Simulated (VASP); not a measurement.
A run of VASP 6.6.1 is set up as follows.

File INCAR:

```
ALGO = Fast
EDIFF = 1E-6
ENCUT = 520
GGA = PS
ISIF = 2
ISMEAR = 0
LASPH = T
LCHARG = F
LREAL = F
LWAVE = F
NBANDS = 10
NELM = 100
PREC = Accurate
SIGMA = 0.1
```

KPOINTS

```
k-points
0
Gamma
  18 18 18
```

The input POSCAR:

```
I
1.0
   -1.6050175025      1.6050175025      4.2687706425
    1.6050175025     -1.6050175025      4.2687706425
    1.6050175025      1.6050175025     -4.2687706425
I
1
Direct
    0.0000000000      0.0000000000      0.0000000000
```

Potentials or basis: VASP PAW PBE potentials, release 64 (I).

Launch:

```console
$ cat potpaw_PBE.64/I/POTCAR > POTCAR
$ mpirun -np 1 vasp_std > vasp.out
```

Problem. Estimate the band gap on the k mesh.

Solution. None (metal or under the smearing width).

Problem. Estimate the pressure.

Solution. -0.9 GPa.

Stress tensor (GPa, compression positive):
```
-1.13  0.00  0.00
 0.00 -1.13  0.00
 0.00  0.00 -0.51
```

Caveat: the PAW data sets were made with another functional, which shifts forces and pressure a little; an odd number of electrons without spin polarisation forces a metal; a magnetic or distorted state may lie lower. The run has no spin-orbit coupling, so splittings on I are missing.
